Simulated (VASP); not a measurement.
# Tl (R-3m) in VASP: single point with PBEsol

Aim: the single point of Tl with PBEsol.

All numbers are computed with VASP 6.6.1; they aren't measurements. Logs are shortened: lines on timing, memory, paths and dates and some standing lists are left out, and cuts for length are marked.

## Step 1: Starting point

It takes space group R-3m (No. 166, trigonal). Conventional cell: a = 3.562 Å, b = 3.562 Å, c = 24.721 Å, α = 90.00°, β = 90.00°, γ = 120.00°. Around Tl (site symmetry -3m) lie 12 Tl at 3.46 to 3.56 Å. Tl (site symmetry 3m) has 12 Tl at 3.38 to 3.56 Å as nearest neighbours.

This isn't the form of Tl at room conditions, which is hcp.

## Step 2: Single point, PBEsol

INCAR reads:

```
SYSTEM = Tl
PREC     = Accurate       ! precision mode
ENCUT    = 520            ! plane-wave cutoff, eV
EDIFF    = 1E-7           ! SCF threshold, eV
ISMEAR   = 0              ! smearing method
SIGMA    = 0.1            ! smearing width, eV
LREAL    = .False.        ! projectors in reciprocal space
LASPH    = .True.         ! aspherical terms in the spheres
NELM     = 100            ! most SCF steps
ALGO     = Normal         ! electronic algorithm
ISIF     = 2              ! what is computed and relaxed
LWAVE    = .False.        ! write WAVECAR
LCHARG   = .False.        ! write CHGCAR
GGA      = PS             ! functional
NBANDS   = 26             ! bands
```

KPOINTS reads:

```
regular mesh
0
Gamma
  6 6 6
  0 0 0
```

POSCAR reads:

```
Tl
1.0
    1.7810518452      1.0282907623      8.2404167867
   -1.7810518452      1.0282907623      8.2404167867
    0.0000000000     -2.0565815246      8.2404167867
Tl
3
Direct
    0.0000000000      0.0000000000      0.0000000000
    0.2209406600      0.2209406600      0.2209406600
    0.7790593400      0.7790593400      0.7790593400
```

Potentials or basis: VASP PAW PBE potentials, release 64 (Tl_d).

Run with:

```
cat potpaw_PBE.64/Tl_d/POTCAR > POTCAR
mpirun -np 1 vasp_std > vasp.out
```

OUTCAR:

```text
SYSTEM = Tl
   PREC = Accurate
   ENCUT = 520
   EDIFF = 1E-7
   ISMEAR = 0
   LREAL = .False.
   LASPH = .True.
   NELM = 100
   ISIF = 2
   GGA = PS

 ion  position               nearest neighbor table
   1  0.000  0.000  0.000-   3 3.46   3 3.46   2 3.46   2 3.46   3 3.46   2 3.46
   2  0.221  0.221  0.221-   3 3.38   3 3.38   3 3.38   1 3.46   1 3.46   1 3.46
   3  0.779  0.779  0.779-   2 3.38   2 3.38   2 3.38   1 3.46   1 3.46   1 3.46

  LATTYP: Found a trigonal (rhomboedric) cell.
 ALAT       =     8.4931735168
 COS(alpha) =     0.9120485254

  Lattice vectors:

 A1 = (   1.7810518452,   1.0282907623,   8.2404167867)
 A2 = (  -1.7810518452,   1.0282907623,   8.2404167867)
 A3 = (   0.0000000000,  -2.0565815246,   8.2404167867)

Analysis of symmetry for initial positions (statically):
=====================================================================
 Subroutine PRICEL returns:
 Original cell was already a primitive cell.

 Routine SETGRP: Setting up the symmetry group for a
 trigonal (rhombohedral) supercell.

 Subroutine GETGRP returns: Found 12 space group operations
 (whereof 12 operations were pure point group operations)
 out of a pool of 12 trial point group operations.

The static configuration has the point symmetry D_3d.

Analysis of symmetry for dynamics (positions and initial velocities):
=====================================================================
 Subroutine PRICEL returns:
 Original cell was already a primitive cell.

 Routine SETGRP: Setting up the symmetry group for a
 trigonal (rhombohedral) supercell.

 Subroutine GETGRP returns: Found 12 space group operations
 (whereof 12 operations were pure point group operations)
 out of a pool of 12 trial point group operations.

The dynamic configuration has the point symmetry D_3d.

 Subroutine INISYM returns: Found 12 space group operations
 (whereof 12 operations are pure point group operations),
 and found     1 'primitive' translations

----------------------------------------------------------------------------------------

                                     Primitive cell

  volume of cell :      90.5509

  direct lattice vectors                    reciprocal lattice vectors
     1.781051845  1.028290762  8.240416787     0.280732984  0.162081264  0.040451028
    -1.781051845  1.028290762  8.240416787    -0.280732984  0.162081264  0.040451028
     0.000000000 -2.056581525  8.240416787     0.000000000 -0.324162528  0.040451028

  length of vectors
     8.493173517  8.493173517  8.493173517     0.326676645  0.326676645  0.326676645

  position of ions in fractional coordinates (direct lattice)
     0.000000000  0.000000000  0.000000000
     0.220940660  0.220940660  0.220940660
     0.779059340  0.779059340  0.779059340

  ion indices of the primitive-cell ions
   primitive index   ion index
                 1           1
                 2           2
                 3           3

----------------------------------------------------------------------------------------

 KPOINTS: regular mesh

Automatic generation of k-mesh.
 Grid dimensions read from file:
 generate k-points for:    6    6    6

 Generating k-lattice:

  Cartesian coordinates                     Fractional coordinates (reciprocal lattice)
     0.046788831  0.027013544  0.006741838     0.166666667  0.000000000 -0.000000000
    -0.046788831  0.027013544  0.006741838     0.000000000  0.166666667 -0.000000000
     0.000000000 -0.054027088  0.006741838    -0.000000000 -0.000000000  0.166666667

  Length of vectors
     0.054446108  0.054446108  0.054446108

  Shift w.r.t. Gamma in fractional coordinates (k-lattice)
     0.000000000  0.000000000  0.000000000

 Subroutine IBZKPT returns following result:
 ===========================================

 Found     32 irreducible k-points:

 Following reciprocal coordinates:
            Coordinates               Weight
  0.000000  0.000000  0.000000      1.000000
  0.166667 -0.000000 -0.000000      6.000000
  0.333333 -0.000000 -0.000000      6.000000
  0.500000 -0.000000 -0.000000      3.000000
  0.166667  0.166667 -0.000000      6.000000
  0.333333  0.166667 -0.000000     12.000000
[... 16 lines left out ...]
  0.500000  0.500000  0.166667      6.000000
 -0.333333  0.500000  0.166667     12.000000
 [... further k-points ...]
   k-points           NKPTS =     32   k-points in BZ     NKDIM =     32   number of bands    NBANDS=     26
   number of dos      NEDOS =    301   number of ions     NIONS =      3
   total plane-waves  NPLWV = 262144
   dimension x,y,z NGX =    64 NGY =   64 NGZ =   64
   dimension x,y,z NGXF=   128 NGYF=  128 NGZF=  128
   ions per type =               3
   NGX,Y,Z   is equivalent  to a cutoff of  12.53, 12.53, 12.53 a.u.
   NGXF,Y,Z  is equivalent  to a cutoff of  25.05, 25.05, 25.05 a.u.
 SYSTEM =  Tl
   PREC   = accura    normal or accurate (medium, high low for compatibility)
   ISTART =      0    job   : 0-new  1-cont  2-samecut
   ICHARG =      2    charge: 1-file 2-atom 10-const
   ISPIN  =      1    spin polarized calculation?
   LNONCOLLINEAR =      F non collinear calculations
   LSORBIT =      F    spin-orbit coupling
   LASPH  =      T    aspherical Exc in radial PAW
   ENCUT  =  520.0 eV  38.22 Ry    6.18 a.u.  15.79 15.79 15.79*2*pi/ulx,y,z
   NELM   =    100;   NELMIN=  2; NELMDL= -5     # of ELM steps
   EDIFF  = 0.1E-06   stopping-criterion for ELM
   LREAL  =      F    real-space projection
   EDIFFG = 0.1E-05   stopping-criterion for IOM
   NSW    =      0    number of steps for IOM
   IBRION =     -1    ionic relax: 0-MD 1-quasi-New 2-CG
   NFREE  =      0    steps in history (QN), initial steepest desc. (CG)
   ISIF   =      2    stress and relaxation
   ISYM   =      2    0-nonsym 1-usesym 2-fastsym
   POTIM  = 0.5000    time-step for ionic-motion
   TEBEG  =    0.0;   TEEND  =   0.0 temperature during run
   PSTRESS=    0.0 pullay stress
   NELECT =      39.0000    total number of electrons
   NUPDOWN=      -1.0000    fix difference up-down
   EMIN   =  10.00;   EMAX   =-10.00  energy-range for DOS
   EFERMI =   0.00;   METHOD = LEGACY
   ISMEAR =     0;   SIGMA  =   0.10  broadening in eV -4-tet -1-fermi 0-gaus
   EFERMI_NEDOS =   21; number of points for ismear=-14 and -15
   IALGO  =     38    algorithm
   IMIX   =      4    mixing-type and parameters
     AMIX     =   0.40;   BMIX     =  1.00
     AMIX_MAG =   1.60;   BMIX_MAG =  1.00
  volume/ion in A,a.u.               =      30.18       203.69
  Fermi-wavevector in a.u.,A,eV,Ry     =   1.236323  2.336312 20.796442  1.528495
  Thomas-Fermi vector in A             =   2.370937
   LORBIT       =      0    0 simple, 1 ext, 2 COOP (PROOUT), +10 PAW based schemes
   GGA     = PS    functional components
   LHFCALC =     F    Hartree Fock is set to
   AEXX    =    0.0000 exact exchange contribution
   IVDW    =     0    specifies the selected vdW correction
   LEPSILON=     F    determine dielectric tensor
   LRPA    =     F    only Hartree local field effects (RPA)
 non-spin polarized calculation
 Gauss-broadening in eV      SIGMA  =   0.10
  energy-cutoff  :      520.00
  volume of cell :       90.55
 maximum number of plane-waves:      2491
   NGX = 31   NGY = 31   NGZ = 31

 number of electron      38.9999997 magnetization

 Free energy of the ion-electron system (eV)
  ---------------------------------------------------
  ext. energy  EPLUGINS =         0.00000000
  ---------------------------------------------------
  free energy    TOTEN  =        -7.88674002 eV

  energy without entropy =       -7.88382672  energy(sigma->0) =       -7.88528337

 E-fermi :   5.8656     XC(G=0): -10.0976

 val. band max:        5.7869923354   @ k =   0.5000   0.5000  -0.0000
 cond. band min:       5.9147677514   @ k =  -0.3333   0.3333   0.0000
 fundamental gap:      0.1277754160
 Fermi energy:         5.8655775308

 k-point     1 :       0.0000    0.0000    0.0000
  band No.  band energies     occupation
      1      -5.7627      2.00000
      2      -5.7104      2.00000
      3      -5.6587      2.00000
      4      -5.6587      2.00000
      5      -5.6214      2.00000
      6      -5.6214      2.00000
[... 18 lines left out ...]
     25      15.1249      0.00000
     26      15.1249      0.00000

 k-point     2 :       0.1667   -0.0000   -0.0000
  band No.  band energies     occupation
      1      -5.7634      2.00000
      2      -5.7211      2.00000
      3      -5.6490      2.00000
      4      -5.6290      2.00000
      5      -5.6231      2.00000
      6      -5.5893      2.00000
[... 18 lines left out ...]
     25      12.4705      0.00000
     26      14.5633      0.00000

 k-point     3 :       0.3333   -0.0000   -0.0000
  band No.  band energies     occupation
      1      -5.8499      2.00000
      2      -5.7973      2.00000
      3      -5.7523      2.00000
      4      -5.6832      2.00000
      5      -5.6646      2.00000
      6      -5.6324      2.00000
[... 18 lines left out ...]
     25      10.8462      0.00000
     26      12.7439      0.00000

 k-point     4 :       0.5000   -0.0000   -0.0000
  band No.  band energies     occupation
      1      -5.8664      2.00000
      2      -5.8638      2.00000
      3      -5.8051      2.00000
      4      -5.7810      2.00000
      5      -5.6953      2.00000
      6      -5.6712      2.00000
[... 18 lines left out ...]
     25      10.1631      0.00000
     26      12.0357      0.00000
[... 496 lines left out ...]
      1      -5.8406      2.00000
      2      -5.8120      2.00000
      3      -5.7398      2.00000
      4      -5.6534      2.00000
      5      -5.6308      2.00000
      6      -5.6192      2.00000
[... 18 lines left out ...]
     25      10.0936      0.00000
     26      11.0720      0.00000

 k-point    23 :       0.5000    0.5000    0.1667
  band No.  band energies     occupation
      1      -5.8694      2.00000
      2      -5.8088      2.00000
      3      -5.7309      2.00000
      4      -5.6786      2.00000
      5      -5.6072      2.00000
      6      -5.5829      2.00000
[... 18 lines left out ...]
     25      12.4084      0.00000
     26      12.7242      0.00000

 k-point    24 :      -0.3333    0.5000    0.1667
  band No.  band energies     occupation
      1      -5.8264      2.00000
      2      -5.8151      2.00000
      3      -5.7354      2.00000
      4      -5.7034      2.00000
      5      -5.6299      2.00000
      6      -5.5869      2.00000
[... 18 lines left out ...]
     25       9.7653      0.00000
     26      11.7828      0.00000

 [... further k-points ...]
[... 5 lines left out ...]
  --------------------------------------------------------------------------------------
  -------------------------------------------------------------------------------------
  Total       -1.1556788     -1.1556788     -0.9262428      0.0000000     -0.0000000      0.0000000
  in kB      -20.4481865    -20.4481865    -16.3886244      0.0000000     -0.0000000      0.0000000
  external PRESSURE =     -19.0949991 kB  Pullay stress =       0.0000000 kB

 VOLUME and BASIS-vectors are now :
 -----------------------------------------------------------------------------
  energy-cutoff  :      520.00
  volume of cell :       90.55
      direct lattice vectors                 reciprocal lattice vectors
     1.781051845  1.028290762  8.240416787     0.280732984  0.162081264  0.040451028
    -1.781051845  1.028290762  8.240416787    -0.280732984  0.162081264  0.040451028
     0.000000000 -2.056581525  8.240416787     0.000000000 -0.324162528  0.040451028

 POSITION                                       TOTAL-FORCE (eV/Angst)
 -----------------------------------------------------------------------------------
      0.00000      0.00000      0.00000         0.000000      0.000000      0.000000
      0.00000      0.00000      5.46193         0.000000     -0.000000      0.012546
      0.00000      0.00000     19.25932         0.000000      0.000000     -0.012546
 -----------------------------------------------------------------------------------
    total drift:                                0.000000     -0.000000      0.000000

  FREE ENERGIE OF THE ION-ELECTRON SYSTEM (eV)
  ---------------------------------------------------
  free  energy   TOTEN  =        -7.8867400227 eV

  energy  without entropy=       -7.8838267243  energy(sigma->0) =       -7.88528337
```

Run time: 2 min. Hardware: 1 thread of Intel Xeon 6975P-C (Granite Rapids), shared host; peak memory 0.52 GiB.

What came out:

| Item | Value |
| --- | --- |
| Free energy | -7.8867 eV |
| Pressure | -1.9 GPa |
| Largest force | 0.013 eV/Å |
| Band gap on the k mesh | none (metal or under the smearing width) |

Forces on the atoms (eV/Å):
```
Tl   0.000  0.000  0.000
Tl   0.000  0.000  0.013
Tl   0.000  0.000 -0.013
```

Caveat: the PAW data sets were made with another functional, which shifts forces and pressure a little.
